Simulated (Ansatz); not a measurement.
Runs of Ansatz 0.2.0 on Sn. It takes space group Immm (No. 71, orthorhombic). Conventional cell: a = 3.453 Å, b = 3.551 Å, c = 4.677 Å, α = 90.00°, β = 90.00°, γ = 90.00°. Sn (site symmetry mmm) has 12 Sn at 3.41 to 3.55 Å as nearest neighbours. This isn't the form of Sn at room conditions, which is tetragonal (white tin).

```tsv
level	pressure (GPa)	relaxed volume (Å³/atom)
RPBE	0.0	(a)
LDA	0.0	25.91
BLYP	0.0	30.86
BLYP+D4	0.0	28.14
```

Alike in all rows: task relaxation of cell and atoms; potentials or basis all-electron LAPW, scalar-relativistic; no spin polarisation; cell relaxed; k mesh 11 × 11 × 11; smearing fermi-dirac 0.05 eV; basis error allowed 0.001 eV/atom.

Question: Estimate the missing entries.

Answer: (a) 28.89.

Runs at the PBE level aren't shown here.
